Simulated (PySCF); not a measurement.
One of the candidates below gave these computed data.

All candidates are C4H9N.

| technique | computed result |
| --- | --- |
| Rotational structure | rotational constants A, B, C: 15.288, 2.612, 2.327 GHz [GFN2-xTB] |
| Couplings | largest of the computed one-bond spin–spin couplings (means over like bonds): 13C–1H +180.6, 13C–1H +138.9 (×3), 13C–1H +132.6 (×3), 13C–1H +131.0 (×2), 13C–13C +37.2, 13C–13C +36.2, 15N–13C -7.2, 15N–13C +3.6 Hz [B3LYP/pcJ-1, spin–dipole term left out for some pairs] |
| Polarisability | 57.7 au [CAM-B3LYP/def2-SVPD] |
| Dipole | 2.23 D [CAM-B3LYP/def2-SVPD] |
| 1H NMR | chemical shifts (computed TMS as zero) by class: 7.74 (1 H), 3.42 (3 H), 1.93 (2 H), 1.23 (3 H) ppm [GIAO PBE0/pcSseg-1] |
| 13C NMR | chemical shifts (computed TMS as zero) by class: 175.4 (1 C), 39.8 (1 C), 24.7 (1 C), 12.7 (1 C) ppm [GIAO PBE0/pcSseg-1] |
| UV, first state | lowest singlet excitation: 4.83 eV (257 nm, f = 0.001) [TDDFT CAM-B3LYP/def2-SVPD] |

The electronic properties come from PySCF, for the isolated species, density fitting. Levels stand in brackets. Isolated species at its GFN2-xTB geometry (one conformer only). Each NMR value is the plain mean over a class of atoms that symmetry, rotation or inversion makes alike.

Question: Which candidate is it?
A. `C=CN(C)C`
B. `C1CCNC1`
C. `CC/C=N\C`
D. `C/C=N\CC`

Answer: C. It is `CC/C=N\C`. Numbering: `[CH3:1][CH2:2]/[CH:3]=[N:4]\[CH3:5]`. Its formula, C4H9N, gives 1 degree of unsaturation: 0 rings and 1 π bond in the structure found. 4 carbons fall into 4 classes; from least to most shielded: imine carbon [C3] (175.4 ppm), N-methyl carbon [C5] (39.8 ppm), chain CH2 carbon [C2] (24.7 ppm), methyl carbon [C1] (12.7 ppm). Hydrogen classes from least to most shielded: 1 H on an imine carbon, C3 (7.74 ppm), 3 H on an N-methyl carbon, C5 (3.42 ppm, a mean of values up to 1.3 ppm apart in this geometry), 2 H on a chain CH2 carbon, C2 (1.93 ppm), 3 H on a methyl carbon, C1 (1.23 ppm). The couplings run between: +180.6 Hz, imine carbon [C3] and its hydrogen; +138.9 Hz, N-methyl carbon [C5] and its hydrogen (with 2 like pairs); +132.6 Hz, methyl carbon [C1] and its hydrogen (with 2 like pairs); +131.0 Hz, chain CH2 carbon [C2] and its hydrogen (with 1 like pair); +37.2 Hz, chain CH2 carbon [C2] and imine carbon [C3]; +36.2 Hz, methyl carbon [C1] and chain CH2 carbon [C2]; -7.2 Hz, imine nitrogen [N4] and imine carbon [C3]; +3.6 Hz, imine nitrogen [N4] and N-methyl carbon [C5]. By its constants the optimised geometry is an asymmetric top.

The others, at the same levels:
- `C1CCNC1` fails: it has 2 carbon classes against 4; its computed 13C shifts are 52.8 (2 C), 28.0 (2 C) ppm, 1H shifts are 2.86 (4 H), 1.52 (4 H), 0.40 (1 H) ppm and lowest singlet excitation is 6.13 eV (202 nm, f = 0.014) (against 4.83 eV).
- `C/C=N\CC` fails: its computed 13C shifts are 164.5 (1 C), 46.7 (1 C), 20.5 (1 C), 19.1 (1 C) ppm and 1H shifts are 7.75 (1 H), 3.38 (2 H), 1.80 (3 H), 1.49 (3 H) ppm.
- `C=CN(C)C` fails: it has 3 carbon classes against 4; its computed 13C shifts are 149.2 (1 C), 83.9 (1 C), 41.4 (2 C) ppm, 1H shifts are 6.11 (1 H), 3.81 (1 H), 3.69 (1 H), 2.63 (6 H) ppm and lowest singlet excitation is 5.45 eV (228 nm, f = 0.059) (against 4.83 eV).

Each candidate is one conformer, not necessarily the lowest. The conformers computed, where there is a choice (atom-mapped SMILES and torsion angles):
- `[CH3:1][CH2:2]/[CH:3]=[N:4]\[CH3:5]`: C1–C2–C3–N4 180°
- `[CH3:1]/[CH:2]=[N:3]\[CH2:4][CH3:5]`: C2–N3–C4–C5 180°
- `[CH2:1]=[CH:2][N:3]([CH3:4])[CH3:5]`: C1–C2–N3–C4 9°
